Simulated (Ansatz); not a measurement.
# TiO2 (Baddeleyite): the cost of one run

Computed with Ansatz 0.2.0 (DFT, PBE, plane-wave PAW, default files, scalar-relativistic, as far as a step names no other, unless a step's input says otherwise).

### 1 The system as given

The structure is monoclinic, space group P2_1/c (No. 14). The conventional cell has a = 4.589 Å, b = 4.849 Å, c = 4.736 Å, α = 90.00°, β = 98.60°, γ = 90.00°. Ti (site symmetry 1) has 6 O at 1.82 to 2.11 Å as nearest neighbours. Around O (site symmetry 1) lie 2 Ti at 1.92 to 1.93 Å. Around O (site symmetry 1) lie 4 Ti at 1.82 to 2.11 Å.

Structure file:

```
Ti O
1.0
     4.58900    0.00000    0.00000
     0.00000    4.84900    0.00000
    -0.70820    0.00000    4.68275
Ti O
4 8
Direct
  0.30900 0.04500 0.21800
  0.69100 0.54500 0.28200
  0.69100 0.95500 0.78200
  0.30900 0.45500 0.71800
  0.05600 0.34700 0.28200
  0.94400 0.84700 0.21800
  0.94400 0.65300 0.71800
  0.05600 0.15300 0.78200
  0.42500 0.72700 0.46300
  0.57500 0.22700 0.03700
  0.57500 0.27300 0.53700
  0.42500 0.77300 0.96300
```

The earlier run gave: gap on the mesh 1.24 eV, largest force 5.965 eV/Å, pressure 33.6 GPa.

Site by site (atoms counted from 1):

| site | atoms | first shell | V_zz (10²¹ V/m²) | η | C_Q (MHz) |
| --- | --- | --- | --- | --- | --- |
| Ti | 1, 2, 3, 4 | 7 O at 1.82–2.27 Å | 8.19 | 0.68 | 48.9 (⁴⁹Ti) |
| O5 | 5, 6, 7, 8 | 3 Ti at 1.92–2.27 Å; also 3 Ti at 3.07–3.29 Å | 3.90 | 0.90 | -2.41 (¹⁷O) |
| O9 | 9, 10, 11, 12 | 4 Ti at 1.82–2.11 Å | 2.85 | 0.12 | -1.77 (¹⁷O) |

V_zz is the principal component of the electric field gradient with the largest magnitude, η = (V_xx − V_yy)/V_zz and C_Q = eQV_zz/h. Nuclear quadrupole moments: year-2017 set (Pyykkö).

### 2 Z stretched by +2 %, ions relaxed

The input, input.yaml:

```yaml
crystal:
  lattice:
    - [4.589, 0.0, 0.0]
    - [0.0, 4.849, 0.0]
    - [-0.7081993865, 0.0, 4.776405225]
  atoms:
    - { symbol: Ti, position: [0.2789943989, 0.046551561, 0.2112229557] }
    - { symbol: Ti, position: [0.7210056011, 0.546551561, 0.2887770443] }
    - { symbol: Ti, position: [0.7210056011, 0.953448439, 0.7887770443] }
    - { symbol: Ti, position: [0.2789943989, 0.453448439, 0.7112229557] }
    - { symbol: O, position: [0.0855917885, 0.3732413166, 0.3028118073] }
    - { symbol: O, position: [0.9144082115, 0.8732413166, 0.1971881927] }
    - { symbol: O, position: [0.9144082115, 0.6267586834, 0.6971881927] }
    - { symbol: O, position: [0.0855917885, 0.1267586834, 0.8028118073] }
    - { symbol: O, position: [0.4338385079, 0.7639177056, 0.4895583134] }
    - { symbol: O, position: [0.5661614921, 0.2639177056, 0.0104416866] }
    - { symbol: O, position: [0.5661614921, 0.2360822944, 0.5104416866] }
    - { symbol: O, position: [0.4338385079, 0.7360822944, 0.9895583134] }
kpoints:
  mp_grid: { grid: [7, 6, 7] }
scf:
  occupations: { method: fermi_dirac, width: 0.02 }
hamiltonian:
  xc: pbe
  pseudopotentials: { kind: paw }
output:
  forces: true
  stress: true
  populations: true
  efg:
    quadrupole_moments_barn: { Ti: 0.247, O: -0.02558 }
    contact_densities: true
relax:
  f_tol: 0.02
  max_steps: 60
```

Started as:

```console
> ansatz run input.yaml --threads 4 --pin off --max-ram 8192MiB --backend cpu --events-out ev --progress --plain --runs-dir out
```

What time and memory should one allow on 4 threads of AMD EPYC 9R45 (Zen 5), shared host?

About 12 s, with a peak of 0.94 GiB.
